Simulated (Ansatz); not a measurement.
A generator proposed this cell of Se.

```
CELL_PARAMETERS angstrom
7.73225 0.00000 0.00000
0.00000 4.18026 0.00000
0.00000 0.00000 5.76293
ATOMIC_POSITIONS crystal
Se 0.40421 0.75000 0.33397
Se 0.59579 0.25000 0.66603
Se 0.90421 0.75000 0.16603
Se 0.09579 0.25000 0.83397
```

Method: DFT PBE, scalar-relativistic, plane waves, PAW in Ansatz 0.2.0. Plane waves to 420 eV, a k mesh through Γ of 2×4×4 on the computed 4-atom cell and Gaussian smearing (0.10 eV); no spin polarisation.

Energies count from the standard state of Se at the same level.

Task: Estimate its pressure, forces and energy as it stands.

Result: The pressure is -7.7 GPa (the mean over three directions, positive in compression), the largest force is 2.18 eV/Å, and the energy is +1.52 eV/atom against the standard state. The shortest distance is 3.20 Å.

Task: How much does it gain on relaxing, and where does it end?

Result: Relaxing gains about 1.3 eV/atom (the start's value is from the coarse mesh, so the gain is rough) in 32 ionic steps and ends at +0.17 eV/atom on the finer mesh. The symmetry goes from Pnma (No. 62) to Cmcm (No. 63), and the primitive cell from 4 to 2 atoms. The volume per atom shrinks by 40.8 %, from 46.6 to 27.6 Å³. The shortest distance goes from 3.20 Å (Se–Se) to 2.44 Å (Se–Se). Conventional cell: a = 4.264 Å, b = 6.800 Å, c = 3.805 Å. Se has 2 Se at 2.44 Å.

The last run used a 16×16×14 mesh (in the run's order of axes) for its 2-atom cell and Gaussian smearing of 0.10 eV. Weakly bound directions are ill-defined at this level, which has no dispersion term. The reference form of Se is held partly by dispersion forces, which this level lacks. The relaxation can't lower the symmetry of the start. Symmetry constrained the relaxation, so the result can be a saddle point.
